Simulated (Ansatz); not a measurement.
Relax this structure to zero stress and force, keeping its symmetry:

```
CELL_PARAMETERS angstrom
0.00000 1.96478 1.96478
1.96478 0.00000 1.96478
1.96478 1.96478 0.00000
ATOMIC_POSITIONS crystal
Zn 0.00000 0.00000 0.00000
```

Theory: DFT PBE, scalar-relativistic, plane waves, PAW (Ansatz 0.2.0).

Cutoff 420 eV; k points 18×18×18 on the computed 1-atom cell (Γ-centred); Gaussian smearing, width 0.10 eV; no spin polarisation.

Problem. What does it relax to?

Solution. The volume drops by 0.01 Å³/atom to 15.16 Å³/atom, and the energy changes by under 0.1 meV/atom. Final structure:
```cif
data_structure
_symmetry_space_group_name_H-M 'P 1'
_symmetry_Int_Tables_number 1
_cell_length_a 2.7781
_cell_length_b 2.7781
_cell_length_c 2.7781
_cell_angle_alpha 60.000
_cell_angle_beta 60.000
_cell_angle_gamma 60.000
_cell_volume 15.16
loop_
_atom_site_label
_atom_site_type_symbol
_atom_site_fract_x
_atom_site_fract_y
_atom_site_fract_z
_atom_site_occupancy
Zn1 Zn 0.00000 0.00000 0.00000 1
```

This fcc form isn't the element's structure at ambient conditions.